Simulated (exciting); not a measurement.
# BAs (F-43m) in exciting: notebook

Runs on BAs. Level: PBE. Tasks: single point.

Everything below comes from runs of exciting (release sodium). Logs are shortened: lines on timing, memory, paths and dates and some standing lists are left out, and cuts for length are marked.

## (1) The structure

Symmetry: F-43m, No. 216, cubic system. The conventional cell has a = 4.777 Å, b = 4.777 Å, c = 4.777 Å, α = 90.00°, β = 90.00°, γ = 90.00°. Around As (site symmetry -43m) lie 4 B at 2.07 Å. B (site symmetry -43m) is surrounded by 4 As at 2.07 Å.

## (2) Single point, PBE

input.xml reads:

```xml
<input>
  <title>BAs</title>
  <structure speciespath="./" tshift="false">
    <crystal scale="1">
      <basevect>0.000000000000 4.513610848669 4.513610848669</basevect>
      <basevect>4.513610848669 0.000000000000 4.513610848669</basevect>
      <basevect>4.513610848669 4.513610848669 0.000000000000</basevect>
    </crystal>
    <species speciesfile="As.xml" rmt="2">
      <atom coord="0.750000000000 0.750000000000 0.750000000000"/>
    </species>
    <species speciesfile="B.xml" rmt="1.45">
      <atom coord="0.000000000000 0.000000000000 0.000000000000"/>
    </species>
  </structure>
  <groundstate do="fromscratch" ngridk="6 6 6" rgkmax="6" gmaxvr="14" lmaxapw="10" lmaxmat="10" lmaxvr="8" xctype="GGA_PBE" stype="Gaussian" swidth="0.00183747" nempty="10" ValenceRelativity="iora*" epsengy="1e-05" epspot="1e-05" maxscl="60" tforce="true" outputlevel="high"/>
  <properties>
    <chargedensityplot>
      <plot3d>
        <box grid="17 17 17">
          <origin coord="0 0 0"/>
          <point coord="1 0 0"/>
          <point coord="0 1 0"/>
          <point coord="0 0 1"/>
        </box>
      </plot3d>
    </chargedensityplot>
    <elfplot>
      <plot3d>
        <box grid="17 17 17">
          <origin coord="0 0 0"/>
          <point coord="1 0 0"/>
          <point coord="0 1 0"/>
          <point coord="0 0 1"/>
        </box>
      </plot3d>
    </elfplot>
    <exccplot>
      <plot3d>
        <box grid="17 17 17">
          <origin coord="0 0 0"/>
          <point coord="1 0 0"/>
          <point coord="0 1 0"/>
          <point coord="0 0 1"/>
        </box>
      </plot3d>
    </exccplot>
  </properties>
</input>
```

Potentials or basis: all-electron LAPW+lo, shipped species files, valence relativity iora*.

Launch:

```sh
> OMP_NUM_THREADS=1 exciting_smp
```

INFO.OUT:

```text
================================================================================
EXCITING SODIUM started
[... 10 lines left out ...]

 Lattice vectors (cartesian) :
      0.0000000000      4.5136108487      4.5136108487
      4.5136108487      0.0000000000      4.5136108487
      4.5136108487      4.5136108487      0.0000000000

 Reciprocal lattice vectors (cartesian) :
     -0.6960264761      0.6960264761      0.6960264761
      0.6960264761     -0.6960264761      0.6960264761
      0.6960264761      0.6960264761     -0.6960264761

 Unit cell volume                           :     183.9087250467
 Brillouin zone volume                      :       1.3487680553

 Species :    1 (As)
     parameters loaded from                 :    As.xml
     name                                   :    arsenic
     nuclear charge                         :     -33.00000000
     electronic charge                      :      33.00000000
     atomic mass                            :  136573.72190000
     muffin-tin radius                      :       2.00000000
     # of radial points in muffin-tin       :     350

     atomic positions (lattice) :
       1 :   0.75000000  0.75000000  0.75000000

 Species :    2 (B)
     parameters loaded from                 :    B.xml
     name                                   :    boron
     nuclear charge                         :      -5.00000000
     electronic charge                      :       5.00000000
     atomic mass                            :   19707.24741000
     muffin-tin radius                      :       1.45000000
     # of radial points in muffin-tin       :     250

     atomic positions (lattice) :
       1 :   0.00000000  0.00000000  0.00000000

 Total number of atoms per unit cell        :       2

 Spin treatment                             :    spin-unpolarised

 Number of Bravais lattice symmetries       :      48
 Number of crystal symmetries               :      24

 k-point grid                               :       6    6    6
 Total number of k-points                   :      22
[... 46 lines left out ...]
********************************************************************************
 Output level for this task is set to high

++++++++++++++++++++++++++++++++++++++++++++++++++++++++++++++++++++++++++++++++
[... 5 lines left out ...]
+ SCF iteration number :    1                                                  +
++++++++++++++++++++++++++++++++++++++++++++++++++++++++++++++++++++++++++++++++
 Total energy                               :     -2284.51032405
 _______________________________________________________________
 Fermi energy                               :         0.29213244
 Kinetic energy                             :      2337.79061963
 Coulomb energy                             :     -4534.32327955
 Exchange energy                            :       -86.17901918
 Correlation energy                         :        -1.79864494
 Sum of eigenvalues                         :     -1314.90751124
 Effective potential energy                 :     -3652.69813087
 Coulomb potential energy                   :     -3538.30000289
 xc potential energy                        :      -114.39812799
 Hartree energy                             :       733.32754818
 Electron-nuclear energy                    :     -5004.95509926
[... 940 lines left out ...]
 RMS change in effective potential (target) :  0.751709E-07  ( 0.100000E-04)
 Absolute change in total energy   (target) :  0.150743E-05  ( 0.100000E-04)
 Charge distance                   (target) :  0.546679E-08  ( 0.100000E-04)
 Abs. change in max-nonIBS-force   (target) :   0.00000      ( 0.500000E-04)

++++++++++++++++++++++++++++++++++++++++++++++++++++++++++++++++++++++++++++++++
| Convergency criteria checked for the last 2 iterations                       +
| Convergence targets achieved. Performing final SCF iteration                 +
++++++++++++++++++++++++++++++++++++++++++++++++++++++++++++++++++++++++++++++++
 Total energy                               :     -2285.94626353
 _______________________________________________________________
 Fermi energy                               :         0.31428687
 Kinetic energy                             :      2336.67844802
 Coulomb energy                             :     -4534.65146355
 Exchange energy                            :       -86.16963630
 Correlation energy                         :        -1.80361170
 Sum of eigenvalues                         :     -1314.75185885
 Effective potential energy                 :     -3651.43030686
 Coulomb potential energy                   :     -3537.03459871
 xc potential energy                        :      -114.39570815
 Hartree energy                             :       734.92113635
 Electron-nuclear energy                    :     -5006.87687141
 Nuclear-nuclear energy                     :      -262.69572848
 Madelung energy                            :     -2766.13416419
 Core-electron kinetic energy               :         0.00000000
[... 14 lines left out ...]
 Estimated fundamental gap                  :         0.04726172
        valence-band maximum at    1      0.0000  0.0000  0.0000
     conduction-band minimum at   12      0.3333  0.3333  0.0000

++++++++++++++++++++++++++++++++++++++++++++++++++++++++++++++++++++++++++++++++
+ Self-consistent loop stopped                                                 +
++++++++++++++++++++++++++++++++++++++++++++++++++++++++++++++++++++++++++++++++
 STATE.OUT is written

--------------------------------------------------------------------------------
- Writing atomic positions and forces                                          -
--------------------------------------------------------------------------------

 Atomic positions (lattice) :
 atom     1  As  :     0.75000000    0.75000000    0.75000000
 atom     2   B  :     0.00000000    0.00000000    0.00000000

 Total atomic forces including IBS (cartesian) :
 atom     1  As  :     0.00000000    0.00000000    0.00000000
 atom     2   B  :    -0.00000000   -0.00000000    0.00000000

 Atomic force components including IBS (cartesian) :
 atom     1  As  :    -0.00000000   -0.00000000    0.00000000   HF force
                 :     0.00000000   -0.00000000   -0.00000000   core correction
                 :     0.00000000    0.00000000   -0.00000000   IBS correction
 atom     2   B  :     0.00000000    0.00000000   -0.00000000   HF force
                 :    -0.00000000    0.00000000    0.00000000   core correction
                 :    -0.00000000   -0.00000000    0.00000000   IBS correction

********************************************************************************
* Groundstate module stopped                                                   *
********************************************************************************

================================================================================
| EXCITING SODIUM stopped                                                      =
================================================================================
```

It took 76 s on 1 thread of AMD EPYC 7R43 (Zen 3), shared host; peak memory 0.13 GiB.

What came out:

```yaml
Free_energy: -62203.7667 eV
Band_gap_on_the_k_mesh: 1.29 eV, indirect (least direct gap 3.28 eV)
All_electrons_inside_the_program's_atomic_spheres: As 30.44; B 3.16 (radii As 2.0, B 1.45 bohr)
```

Levels at points of the mesh, in eV from the valence-band top:
| k point | band 7 | band 8 | band 9 | band 10 | band 11 | band 12 |
| --- | --- | --- | --- | --- | --- | --- |
| (0.00, 0.00, 0.00) | 0.00 | 0.00 | 0.00 | 3.28 | 3.28 | 3.28 |
| (0.50, 0.00, 0.00) | -8.78 | -1.82 | -1.82 | 2.69 | 4.79 | 4.79 |
| (0.50, 0.50, 0.00) | -8.52 | -4.08 | -4.08 | 1.44 | 1.45 | 11.40 |

Caveat: rgkmax is low for these elements, so energy differences scatter by about 1 meV per atom. PBE gaps usually lie below the measured ones, often by a third to a half.

## (3) Single point, PBE

input.xml, as its differences from that of step 2:

```diff
@@ -15,3 +15,3 @@
   </structure>
-  <groundstate do="fromscratch" ngridk="6 6 6" rgkmax="6" gmaxvr="14" lmaxapw="10" lmaxmat="10" lmaxvr="8" xctype="GGA_PBE" stype="Gaussian" swidth="0.00183747" nempty="10" ValenceRelativity="iora*" epsengy="1e-05" epspot="1e-05" maxscl="60" tforce="true" outputlevel="high"/>
+  <groundstate do="fromscratch" ngridk="6 6 6" rgkmax="6" gmaxvr="14" lmaxapw="10" lmaxmat="10" lmaxvr="8" xctype="GGA_PBE" stype="Gaussian" swidth="0.00099223" nempty="10" ValenceRelativity="iora*" epsengy="1e-05" epspot="1e-05" maxscl="60" tforce="true" outputlevel="normal"/>
   <properties>
```

Potentials or basis: all-electron LAPW+lo, shipped species files, valence relativity iora*.

Launch:

```sh
> OMP_NUM_THREADS=1 exciting_smp
```

It took 67 s on 1 thread of AMD EPYC 7R43 (Zen 3), shared host; peak memory 0.13 GiB.

Results (log left out):

- Free energy: -62203.7667 eV
- Band gap on the k mesh: 1.29 eV, indirect (least direct gap 3.28 eV)
- All electrons inside the program's atomic spheres: As 30.44; B 3.16 (radii As 2.0, B 1.45 bohr)

Levels at points of the mesh, in eV from the valence-band top:
```tsv
k point	band 5	band 6	band 7	band 8	band 9	band 10	band 11	band 12	band 13	band 14
(0.00, 0.00, 0.00)	-35.80	-15.40	0.00	0.00	0.00	3.28	3.28	3.28	4.68	9.60
(0.50, 0.00, 0.00)	-35.80	-12.54	-8.78	-1.82	-1.82	2.69	4.79	4.79	8.90	12.74
(0.50, 0.50, 0.00)	-35.79	-11.22	-8.52	-4.08	-4.08	1.44	1.45	11.40	11.40	12.89
```

Caveat: rgkmax is low for these elements, so energy differences scatter by about 1 meV per atom. A k mesh can miss the band edges.
